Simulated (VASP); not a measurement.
# AlN (Cmc2_1) in VASP: a series of runs

Runs on AlN. Level: LDA. Tasks: single point.

Everything below comes from runs of VASP 6.6.1. Logs are shortened: lines on timing, memory, paths and dates and some standing lists are left out, and cuts for length are marked.

### Step 1. Starting point

The structure is orthorhombic, space group Cmc2_1 (No. 36). The conventional cell has a = 3.120 Å, b = 5.303 Å, c = 5.041 Å, α = 90.00°, β = 90.00°, γ = 90.00°. Around Al (site symmetry m) lie 4 N at 1.88 to 1.91 Å. N (site symmetry m) has 4 Al at 1.88 to 1.91 Å as nearest neighbours.

The cell was built by a generator and isn't the measured one.

### Step 2. Single point, LDA

Input file INCAR:

```
PREC     = Accurate       # precision mode
ENCUT    = 520            # plane-wave cutoff, eV
EDIFF    = 1E-6           # SCF threshold, eV
ISMEAR   = 0              # smearing method
SIGMA    = 0.02           # smearing width, eV
LREAL    = False          # projectors in reciprocal space
LASPH    = True           # aspherical terms in the spheres
NELM     = 100            # most SCF steps
ALGO     = Fast           # electronic algorithm
ISIF     = 2              # what is computed and relaxed
LWAVE    = False          # write WAVECAR
LCHARG   = False          # write CHGCAR
NBANDS   = 26             # bands
```

Input file KPOINTS:

```
regular mesh
0
Gamma
  8 6 4
```

Input file POSCAR:

```
AlN
1.0
    3.1203032401      0.0000000000      0.0000000000
    0.0000000000      5.0407577076      0.0000000000
    0.0000000000      0.0000000000      5.3029899701
Al N
4 4
Direct
    0.0000000000      0.0003040141      0.3327747758
    0.5000000000      0.0003040141      0.8327747758
    0.5000000000      0.5003040141      0.1672252242
    0.0000000000      0.5003040141      0.6672252242
    0.0000000000      0.6216959859      0.3315123906
    0.5000000000      0.6216959859      0.8315123906
    0.5000000000      0.1216959859      0.1684876094
    0.0000000000      0.1216959859      0.6684876094
```

Potentials or basis: VASP PAW LDA potentials, release 64 (Al, N).

Command:

```sh
> cat potpaw_LDA.64/Al/POTCAR potpaw_LDA.64/N/POTCAR > POTCAR
> mpirun -np 1 vasp_std > vasp.out
```

OUTCAR:

```text
PREC = Accurate
   ENCUT = 520
   EDIFF = 1E-6
   ISMEAR = 0
   LREAL = False
   LASPH = True
   NELM = 100
   ISIF = 2

 ion  position               nearest neighbor table
   1  0.000  0.000  0.333-   8 1.88   7 1.89   7 1.89   5 1.91   2 3.08   2 3.08   2 3.08   2 3.08
                             4 3.08   4 3.08   3 3.09   3 3.09   3 3.09   3 3.09
   2  0.500  0.000  0.833-   7 1.88   8 1.89   8 1.89   6 1.91   1 3.08   1 3.08   1 3.08   1 3.08
                             3 3.08   3 3.08   4 3.09   4 3.09   4 3.09   4 3.09
   3  0.500  0.500  0.167-   6 1.88   5 1.89   5 1.89   7 1.91   4 3.08   4 3.08   4 3.08   4 3.08
                             2 3.08   2 3.08   1 3.09   1 3.09   1 3.09   1 3.09
   4  0.000  0.500  0.667-   5 1.88   6 1.89   6 1.89   8 1.91   3 3.08   3 3.08   3 3.08   3 3.08
                             1 3.08   1 3.08   2 3.09   2 3.09   2 3.09   2 3.09
   5  0.000  0.622  0.332-   4 1.88   3 1.89   3 1.89   1 1.91
   6  0.500  0.622  0.832-   3 1.88   4 1.89   4 1.89   2 1.91
   7  0.500  0.122  0.168-   2 1.88   1 1.89   1 1.89   3 1.91
   8  0.000  0.122  0.668-   1 1.88   2 1.89   2 1.89   4 1.91

  LATTYP: Found a simple orthorhombic cell.
 ALAT       =     3.1203032401
 B/A-ratio  =     1.6154704590
 C/A-ratio  =     1.6995110930

  Lattice vectors:

 A1 = (   3.1203032401,   0.0000000000,   0.0000000000)
 A2 = (   0.0000000000,   5.0407577076,   0.0000000000)
 A3 = (   0.0000000000,   0.0000000000,   5.3029899701)

Analysis of symmetry for initial positions (statically):
=====================================================================
 Subroutine PRICEL returns following result:

  LATTYP: Found a base centered orthorhombic cell.
 ALAT       =     3.1203032401
 B/A-ratio  =     1.6995110930
 C/A-ratio  =     1.6154704590

  Lattice vectors:

 A1 = (   1.5601516201,   0.0000000000,   2.6514949851)
 A2 = (   1.5601516201,   0.0000000000,  -2.6514949850)
 A3 = (   0.0000000000,   5.0407577076,   0.0000000000)

   2 primitive cells build up your supercell.

 Routine SETGRP: Setting up the symmetry group for a
 simple orthorhombic supercell.

 Subroutine GETGRP returns: Found  4 space group operations
 (whereof  2 operations were pure point group operations)
 out of a pool of  8 trial point group operations.

The static configuration has the point symmetry C_1h.
 The point group associated with its full space group is C_2v.

Analysis of symmetry for dynamics (positions and initial velocities):
=====================================================================
 Subroutine PRICEL returns following result:

  LATTYP: Found a base centered orthorhombic cell.
 ALAT       =     3.1203032401
 B/A-ratio  =     1.6995110930
 C/A-ratio  =     1.6154704590

  Lattice vectors:

 A1 = (   1.5601516201,   0.0000000000,   2.6514949851)
 A2 = (   1.5601516201,   0.0000000000,  -2.6514949850)
 A3 = (   0.0000000000,   5.0407577076,   0.0000000000)

   2 primitive cells build up your supercell.

 Routine SETGRP: Setting up the symmetry group for a
 simple orthorhombic supercell.

 Subroutine GETGRP returns: Found  4 space group operations
 (whereof  2 operations were pure point group operations)
 out of a pool of  8 trial point group operations.

The dynamic configuration has the point symmetry C_1h.
 The point group associated with its full space group is C_2v.

 Subroutine INISYM returns: Found  4 space group operations
 (whereof  2 operations are pure point group operations),
 and found     2 'primitive' translations

----------------------------------------------------------------------------------------

                                     Primitive cell

  volume of cell :      41.7045

  direct lattice vectors                    reciprocal lattice vectors
     1.560151620  0.000000000  2.651494985     0.320481672  0.000000000  0.188572863
     1.560151620  0.000000000 -2.651494985     0.320481672  0.000000000 -0.188572863
     0.000000000  5.040757708  0.000000000     0.000000000  0.198382874  0.000000000

  length of vectors
     3.076442545  3.076442545  5.040757708     0.371844358  0.371844358  0.198382874

  position of ions in fractional coordinates (direct lattice)
     0.332774776  0.667225224  0.000304014
     0.667225224  0.332774776  0.500304014
     0.331512391  0.668487609  0.621695986
     0.668487609  0.331512391  0.121695986

  ion indices of the primitive-cell ions
   primitive index   ion index
                 1           1
                 2           4
                 3           5
                 4           8

----------------------------------------------------------------------------------------

 KPOINTS: regular mesh

Automatic generation of k-mesh.
 Grid dimensions read from file:
 generate k-points for:    8    6    4

 Generating k-lattice:

  Cartesian coordinates                     Fractional coordinates (reciprocal lattice)
     0.040060209  0.000000000  0.000000000     0.125000000  0.000000000  0.000000000
     0.000000000  0.033063812  0.000000000     0.000000000  0.166666667  0.000000000
     0.000000000  0.000000000  0.047143216     0.000000000  0.000000000  0.250000000

  Length of vectors
     0.040060209  0.033063812  0.047143216

  Shift w.r.t. Gamma in fractional coordinates (k-lattice)
     0.000000000  0.000000000  0.000000000

 Subroutine IBZKPT returns following result:
 ===========================================

 Found     60 irreducible k-points:

 Following reciprocal coordinates:
            Coordinates               Weight
  0.000000  0.000000  0.000000      1.000000
  0.125000  0.000000  0.000000      2.000000
  0.250000  0.000000  0.000000      2.000000
  0.375000  0.000000  0.000000      2.000000
  0.500000  0.000000  0.000000      1.000000
  0.000000  0.166667  0.000000      2.000000
[... 16 lines left out ...]
  0.250000  0.000000  0.250000      4.000000
  0.375000  0.000000  0.250000      4.000000
 [... further k-points ...]
   k-points           NKPTS =     60   k-points in BZ     NKDIM =     60   number of bands    NBANDS=     26
   number of dos      NEDOS =    301   number of ions     NIONS =      8
   total plane-waves  NPLWV =  38400
   dimension x,y,z NGX =    24 NGY =   40 NGZ =   40
   dimension x,y,z NGXF=    48 NGYF=   80 NGZF=   80
   ions per type =               4   4
   NGX,Y,Z   is equivalent  to a cutoff of  12.79, 13.19, 12.54 a.u.
   NGXF,Y,Z  is equivalent  to a cutoff of  25.57, 26.38, 25.08 a.u.
 SYSTEM =  unknown system
   PREC   = accura    normal or accurate (medium, high low for compatibility)
   ISTART =      0    job   : 0-new  1-cont  2-samecut
   ICHARG =      2    charge: 1-file 2-atom 10-const
   ISPIN  =      1    spin polarized calculation?
   LNONCOLLINEAR =      F non collinear calculations
   LSORBIT =      F    spin-orbit coupling
   LASPH  =      T    aspherical Exc in radial PAW
   ENCUT  =  520.0 eV  38.22 Ry    6.18 a.u.   5.80  9.37  9.86*2*pi/ulx,y,z
   NELM   =    100;   NELMIN=  2; NELMDL= -5     # of ELM steps
   EDIFF  = 0.1E-05   stopping-criterion for ELM
   LREAL  =      F    real-space projection
   EDIFFG = 0.1E-04   stopping-criterion for IOM
   NSW    =      0    number of steps for IOM
   IBRION =     -1    ionic relax: 0-MD 1-quasi-New 2-CG
   NFREE  =      0    steps in history (QN), initial steepest desc. (CG)
   ISIF   =      2    stress and relaxation
   ISYM   =      2    0-nonsym 1-usesym 2-fastsym
   POTIM  = 0.5000    time-step for ionic-motion
   TEBEG  =    0.0;   TEEND  =   0.0 temperature during run
   PSTRESS=    0.0 pullay stress
   NELECT =      32.0000    total number of electrons
   NUPDOWN=      -1.0000    fix difference up-down
   EMIN   =  10.00;   EMAX   =-10.00  energy-range for DOS
   EFERMI =   0.00;   METHOD = LEGACY
   ISMEAR =     0;   SIGMA  =   0.02  broadening in eV -4-tet -1-fermi 0-gaus
   EFERMI_NEDOS =   21; number of points for ismear=-14 and -15
   IALGO  =     68    algorithm
   IMIX   =      4    mixing-type and parameters
     AMIX     =   0.40;   BMIX     =  1.00
     AMIX_MAG =   1.60;   BMIX_MAG =  1.00
  volume/ion in A,a.u.               =      10.43        70.36
  Fermi-wavevector in a.u.,A,eV,Ry     =   1.189562  2.247946 19.253023  1.415057
  Thomas-Fermi vector in A             =   2.325666
   LORBIT       =      0    0 simple, 1 ext, 2 COOP (PROOUT), +10 PAW based schemes
   GGA     = CA    functional components
   LHFCALC =     F    Hartree Fock is set to
   AEXX    =    0.0000 exact exchange contribution
   IVDW    =     0    specifies the selected vdW correction
   LEPSILON=     F    determine dielectric tensor
   LRPA    =     F    only Hartree local field effects (RPA)
 non-spin polarized calculation
 RMM-DIIS sequential band-by-band and
 Gauss-broadening in eV      SIGMA  =   0.02
  energy-cutoff  :      520.00
  volume of cell :       83.41
 maximum number of plane-waves:      2264
 NGX is ok and might be reduce to    24
   NGX = 11   NGY = 19   NGZ = 19

 number of electron      31.9999994 magnetization

 Free energy of the ion-electron system (eV)
  ---------------------------------------------------
  ext. energy  EPLUGINS =         0.00000000
  ---------------------------------------------------
  free energy    TOTEN  =       -65.63961674 eV

  energy without entropy =      -65.63961674  energy(sigma->0) =      -65.63961674

 E-fermi :   5.9751     XC(G=0): -11.2509

 val. band max:        5.8145371575   @ k =   0.0000   0.0000   0.0000
 cond. band min:      10.1266672713   @ k =   0.0000   0.0000   0.0000
 fundamental gap:      4.3121301138
 Fermi energy:         5.9750928089

 k-point     1 :       0.0000    0.0000    0.0000
  band No.  band energies     occupation
      1      -9.1205      2.00000
      2      -7.0111      2.00000
      3      -6.9696      2.00000
      4      -6.3194      2.00000
      5      -0.2119      2.00000
      6       0.4378      2.00000
[... 18 lines left out ...]
     25      16.8517      0.00000
     26      17.8595      0.00000

 k-point     2 :       0.1250    0.0000    0.0000
  band No.  band energies     occupation
      1      -8.9689      2.00000
      2      -6.9191      2.00000
      3      -6.8804      2.00000
      4      -6.3154      2.00000
      5      -0.0336      2.00000
      6       0.5873      2.00000
[... 18 lines left out ...]
     25      16.3037      0.00000
     26      17.7918      0.00000

 k-point     3 :       0.2500    0.0000    0.0000
  band No.  band energies     occupation
      1      -8.5353      2.00000
      2      -6.6802      2.00000
      3      -6.6498      2.00000
      4      -6.3685      2.00000
      5       0.4860      2.00000
      6       0.9495      2.00000
[... 18 lines left out ...]
     25      16.6653      0.00000
     26      17.5473      0.00000

 k-point     4 :       0.3750    0.0000    0.0000
  band No.  band energies     occupation
      1      -7.8927      2.00000
      2      -6.6337      2.00000
      3      -6.4111      2.00000
      4      -6.3942      2.00000
      5       1.0587      2.00000
      6       1.2925      2.00000
[... 18 lines left out ...]
     25      16.9344      0.00000
     26      17.3321      0.00000
[... 496 lines left out ...]
      1      -8.7638      2.00000
      2      -7.4181      2.00000
      3      -6.7636      2.00000
      4      -6.2752      2.00000
      5       0.2091      2.00000
      6       1.1577      2.00000
[... 18 lines left out ...]
     25      16.3489      0.00000
     26      17.8880      0.00000

 k-point    23 :       0.2500    0.0000    0.2500
  band No.  band energies     occupation
      1      -8.3474      2.00000
      2      -7.1455      2.00000
      3      -6.5632      2.00000
      4      -6.2630      2.00000
      5       0.7160      2.00000
      6       1.2703      2.00000
[... 18 lines left out ...]
     25      16.4756      0.00000
     26      17.7310      0.00000

 k-point    24 :       0.3750    0.0000    0.2500
  band No.  band energies     occupation
      1      -7.7442      2.00000
      2      -6.8938      2.00000
      3      -6.3669      2.00000
      4      -6.3412      2.00000
      5       0.7464      2.00000
      6       1.2897      2.00000
[... 18 lines left out ...]
     25      16.5754      0.00000
     26      17.0515      0.00000

 [... further k-points ...]
[... 5 lines left out ...]
  --------------------------------------------------------------------------------------
  -------------------------------------------------------------------------------------
  Total       -2.5735328     -4.0278836     -0.1032271      0.0000000      0.0000000      0.0000000
  in kB      -49.4341260    -77.3702615     -1.9828544      0.0000000      0.0000000      0.0000000
  external PRESSURE =     -42.9290806 kB  Pullay stress =       0.0000000 kB

 VOLUME and BASIS-vectors are now :
 -----------------------------------------------------------------------------
  energy-cutoff  :      520.00
  volume of cell :       83.41
      direct lattice vectors                 reciprocal lattice vectors
     3.120303240  0.000000000  0.000000000     0.320481672  0.000000000  0.000000000
     0.000000000  5.040757708  0.000000000     0.000000000  0.198382874  0.000000000
     0.000000000  0.000000000  5.302989970     0.000000000  0.000000000  0.188572863

 POSITION                                       TOTAL-FORCE (eV/Angst)
 -----------------------------------------------------------------------------------
      0.00000      0.00153      1.76470        -0.000000     -0.004686     -0.003026
      1.56015      0.00153      4.41620        -0.000000     -0.004686     -0.003026
      1.56015      2.52191      0.88679        -0.000000     -0.004686      0.003026
      0.00000      2.52191      3.53829        -0.000000     -0.004686      0.003026
      0.00000      3.13382      1.75801         0.000000      0.004686     -0.003674
      1.56015      3.13382      4.40950         0.000000      0.004686     -0.003674
      1.56015      0.61344      0.89349         0.000000      0.004686      0.003674
      0.00000      0.61344      3.54498         0.000000      0.004686      0.003674
 -----------------------------------------------------------------------------------
    total drift:                               -0.000000      0.000443     -0.000002

  FREE ENERGIE OF THE ION-ELECTRON SYSTEM (eV)
  ---------------------------------------------------
  free  energy   TOTEN  =       -65.6396167442 eV

  energy  without entropy=      -65.6396167442  energy(sigma->0) =      -65.63961674
```

Wall time 2.8 min (1 thread of AMD EPYC 7R43 (Zen 3), shared host); peak memory 0.18 GiB.

What came out:

```
Free energy            : -65.6396 eV
Pressure               : -4.3 GPa
Largest force          : 0.006 eV/Å
Band gap on the k mesh : 4.31 eV
```

Forces on the atoms (eV/Å):
```
Al   0.000 -0.005 -0.003
Al   0.000 -0.005 -0.003
Al   0.000 -0.005  0.003
Al   0.000 -0.005  0.003
N    0.000  0.005 -0.004
N    0.000  0.005 -0.004
N    0.000  0.005  0.004
N    0.000  0.005  0.004
```

### Step 3. Single point, LDA

This run uses another cell than the first one, of 10.33 Å³/atom, 0.991 times its volume.

Input file INCAR:

```
ALGO = Fast
EDIFF = 1E-7
ENCUT = 520
GGA = CA
ISIF = 2
ISMEAR = 0
LASPH = True
LCHARG = False
LREAL = False
LWAVE = False
NBANDS = 26
NELM = 100
PREC = Accurate
SIGMA = 0.02
```

Input file KPOINTS:

```
k-points
0
Gamma
  8 6 4
```

Input file POSCAR:

```
AlN
1.0
    3.1203032401      0.0000000000      0.0000000000
    0.0000000000      5.0407577076      0.0000000000
    0.0000000000      0.0000000000      5.2554535315
Al N
4 4
Direct
    0.0000000000      0.0019998331      0.3333333333
    0.5000000000      0.0019998331      0.8333333333
    0.5000000000      0.5019998331      0.1666666667
    0.0000000000      0.5019998331      0.6666666667
    0.0000000000      0.6200001669      0.3333333333
    0.5000000000      0.6200001669      0.8333333333
    0.5000000000      0.1200001669      0.1666666667
    0.0000000000      0.1200001669      0.6666666667
```

Potentials or basis: VASP PAW LDA potentials, release 64 (Al, N).

Command:

```sh
> cat potpaw_LDA.64/Al/POTCAR potpaw_LDA.64/N/POTCAR > POTCAR
> mpirun -np 1 vasp_std > vasp.out
```

Run time: 7.2 min. Hardware: 1 thread of AMD EPYC 7R43 (Zen 3), shared host; peak memory 0.18 GiB.

The run converged. Its results:

* Free energy: -65.6045 eV
* Pressure: -1.4 GPa
* Largest force: 0.427 eV/Å
* Band gap on the k mesh: 4.36 eV

Forces on the atoms (eV/Å):
```
Al   0.000 -0.270 -0.289
Al   0.000 -0.270 -0.289
Al   0.000 -0.270  0.289
Al   0.000 -0.270  0.289
N    0.000  0.270 -0.331
N    0.000  0.270 -0.331
N    0.000  0.270  0.331
N    0.000  0.270  0.331
```

Stress tensor (GPa, compression positive):
```
-3.47  0.00  0.00
 0.00 -7.70  0.00
 0.00  0.00  6.91
```

Levels at points of the mesh, in eV from the valence-band top:
| k point | band 12 | band 13 | band 14 | band 15 | band 16 | band 17 | band 18 | band 19 | band 20 | band 21 |
| --- | --- | --- | --- | --- | --- | --- | --- | --- | --- | --- |
| (0.00, 0.00, 0.00) | -0.78 | -0.63 | -0.18 | -0.04 | 0.00 | 4.36 | 5.61 | 5.63 | 6.92 | 8.09 |
| (0.50, 0.00, 0.00) | -2.77 | -1.83 | -1.83 | -1.35 | -1.35 | 5.59 | 5.59 | 8.00 | 8.00 | 8.95 |
| (0.00, 0.50, 0.00) | -1.33 | -0.49 | -0.49 | -0.35 | -0.35 | 5.14 | 5.14 | 6.66 | 6.66 | 9.06 |
| (0.50, 0.50, 0.00) | -2.94 | -0.99 | -0.99 | -0.99 | -0.99 | 6.59 | 6.59 | 6.59 | 6.59 | 8.98 |
| (0.00, 0.00, 0.50) | -1.58 | -0.45 | -0.45 | -0.38 | -0.38 | 6.15 | 6.15 | 7.54 | 7.54 | 8.12 |
| (0.50, 0.00, 0.50) | -1.87 | -1.73 | -1.73 | -0.57 | -0.57 | 5.64 | 5.64 | 6.03 | 6.03 | 8.32 |
| (0.00, 0.50, 0.50) | -1.59 | -1.06 | -1.06 | -1.06 | -1.06 | 6.48 | 6.48 | 6.48 | 6.48 | 9.54 |
| (0.50, 0.50, 0.50) | -1.39 | -1.27 | -1.27 | -1.27 | -1.27 | 5.27 | 5.27 | 5.27 | 5.27 | 9.24 |

A k mesh can miss the band edges. A hybrid or GW would open this gap; LDA tends to underestimate it.
